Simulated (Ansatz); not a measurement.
Level: PBEsol, with U_eff = 1.75 eV on Y d (all-electron-ortho-atomic projectors), no spin polarisation; 420 eV; 7×7×7 Γ-centred mesh; fermi-dirac occupations (width 0.1 eV); Ansatz 0.2.0, fixed geometry.

Computed maps in the lattice plane spanned by a (left to right, 6.05 Å, 18 points from zero) and b (bottom to top, 6.05 Å, 18 points from zero), 115° apart, at height 0.750 along c. The fields are smooth PAW ones with compensation charges, not the true ones near nuclei.

Valence density. Digits on a logarithmic scale: 0 up to 0.03 e/Å³, each further digit a factor of 1.6, 9 from 1.3 e/Å³ up:
```
210001245654467653
100002456654444322
000013567655554321
000124688766654210
012346999976653200
124569999976542100
245689999965421001
456789999643210002
566679996421000013
455567764210000123
444566653100001223
544566542000012345
764555421000123688
974443210001237999
963322100012369999
952210000122489999
632100012333589999
421000124544579996
```

ELF. Ten even steps from '0' (0.00) to '9' (0.86):
```
000000256751025520
000001356530000000
000001233211231000
000001122212563000
001112211224763000
023212000125652000
255321000224420000
466321002212100001
575222122100000002
453112221000000001
110124542000000000
100257641000000001
720366520000000489
950133200000006999
950000000000049968
920000000000089649
500000001210199899
000000024541179995
```

Q: The cell is YInO$_{4}$. Which atoms lie within 0.2 Å of this plane, and where (fractions of a and b)?

A: Y at (0.88, 0.12), In at (0.38, 0.62). The whole cell:
```yaml
crystal:
  lattice:
    - [-3.60302, 3.60302, 3.26226]
    - [3.60302, -3.60302, 3.26226]
    - [3.60302, 3.60302, -3.26226]
  atoms:
    - { symbol: Y, position: [0.87500, 0.12500, 0.75000] }
    - { symbol: Y, position: [0.12500, 0.87500, 0.25000] }
    - { symbol: In, position: [0.62500, 0.37500, 0.25000] }
    - { symbol: In, position: [0.37500, 0.62500, 0.75000] }
    - { symbol: O, position: [0.26110, 0.19510, 0.06600] }
    - { symbol: O, position: [0.19510, 0.62910, 0.93400] }
    - { symbol: O, position: [0.62910, 0.19510, 0.43400] }
    - { symbol: O, position: [0.19510, 0.26110, 0.56600] }
    - { symbol: O, position: [0.73890, 0.80490, 0.93400] }
    - { symbol: O, position: [0.80490, 0.73890, 0.43400] }
    - { symbol: O, position: [0.37090, 0.80490, 0.56600] }
    - { symbol: O, position: [0.80490, 0.37090, 0.06600] }
```

Origin: a known structure type with other elements, at an estimated volume, so it need not be a known compound. Caveats: many states at the Fermi level without spin polarisation, so a magnetic state may lie lower; a Hubbard term without moments, so a magnetic state may lie lower; atoms or cell far from equilibrium.
